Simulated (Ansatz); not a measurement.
Set up this calculation in Ansatz 0.2.0, as the native input.

* Task: relaxation of cell and atoms
* Functional: revPBE
* Potentials or basis: Ansatz PAW
* Cutoff: 420 eV (not typed: the program's choice for these potentials)
* k mesh: 12 × 12 × 11
* Occupations: fermi-dirac, width 0.05 eV
* Spin: no spin polarisation

Si:

```
Si
1.0
     2.62054    0.00000    0.00000
    -1.31027    2.26946    0.00000
     0.00000    0.00000    2.46635
Si
1
Direct
  0.00000 0.00000 0.00000
```

This isn't the form of Si at room conditions, which is diamond.

These files were run (other wordings do the same):

input.yaml

```yaml
crystal:
  lattice:
    - [2.6205428149, 0.0, 0.0]
    - [-1.3102714075, 2.2694566494, 0.0]
    - [0.0, 0.0, 2.46635439]
  atoms:
    - { symbol: Si, position: [0.0, 0.0, 0.0] }
hamiltonian:
  xc: revpbe
  pseudopotentials: { kind: paw }
kpoints:
  mp_grid: { grid: [12, 12, 11] }
scf:
  occupations: { method: fermi_dirac, width: 0.05 }
output:
  forces: true
  stress: true
  eigenvalues: true
relax:
  f_tol: 0.01
  max_steps: 40
  cell: { stress_tol: 0.05 }
```

Potentials or basis: Ansatz PAW.

Command:

```sh
$ ansatz run input.yaml --threads 2 --pin off --max-ram 5632MiB --backend cpu --events-out ev --progress --plain --runs-dir out
```

It gave:

```json
{
  "Relaxed volume": "15.20 Å³/atom",
  "Relaxed cell": "a = 2.642 Å, b = 2.642 Å, c = 2.513 Å, α = 90.00°, β = 90.00°, γ = 120.00°",
  "Space group after relaxing (to 0.05 Å)": "P6/mmm (No. 191)",
  "Energy gained by relaxing": "8.2 meV/atom",
  "Ionic steps": "5",
  "Pressure after relaxing": "0.0 GPa",
  "Band gap on the k mesh": "none (metal or under the smearing width)"
}
```

Caveat: the plane-wave basis is chosen anew once the cell has moved, so the energies of steps on either side of that aren't comparable; the PAW data sets come from PBE, with cores solved anew for the run's functional, which leaves a small shift of forces and pressure.

Run time: 2.9 s on 2 threads of Arm Neoverse V1, with other jobs on the host, peak memory 0.27 GiB.
